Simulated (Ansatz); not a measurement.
## Generalised stacking fault in Sn

Theory: Ansatz, DFT PBEsol, scalar-relativistic, plane waves, PAW. Cutoff 420 eV, Γ-centred 14×16×5 k-points, Gaussian smearing of 0.15 eV. No spin polarisation. Energies are free energies at this smearing, counted from the undisturbed cell; pressure is positive in compression.

The undisturbed cell (as given, not relaxed at this level; it stands at -4.1 GPa; this form isn't the usual structure):

```
Sn
1.0
    -1.59075    1.59075   -2.91565
    -3.18150    0.00000    0.00000
     0.00000    9.54450    5.83130
Sn
4
Cartesian
  0.0000 8.3514 5.1024
  -3.1815 1.9884 -0.7289
  -1.5908 3.5792 2.1867
  -1.5908 6.7607 2.1867
```

The cut lies on the cell's a–b face, a (0 1 1) plane (indices in the standard cell, whose axes needn't be the Cartesian ones shown) of area 10.57 Å², between layers 2.79 Å apart. Vector c is tilted by f times 1·a + 1·b (length 5.814 Å) with the atoms' Cartesian places fixed: one unrelaxed fault a cell. The cell is metallic on the mesh throughout.

Q: Over the sampled range (0.0000 to 0.9167), is the undisturbed cell the lowest point?

A: No: the energy is lower at f = 0.0833, -15 in γ (mJ/m²).

The scan:

| f | γ (mJ/m²) |
| --- | --- |
| 0.0000 | 0 |
| 0.0833 | -15 |
| 0.1667 | 3 |
| 0.2500 | 59 |
| 0.3333 | 141 |
| 0.4167 | 182 |
| 0.5000 | 149 |
| 0.5833 | 93 |
| 0.6667 | 69 |
| 0.7500 | 67 |
| 0.8333 | 59 |
| 0.9167 | 31 |

Cost: 12 runs of about 25 core-minutes in all, on Intel Xeon Platinum 8375C (Ice Lake) (shared hosts).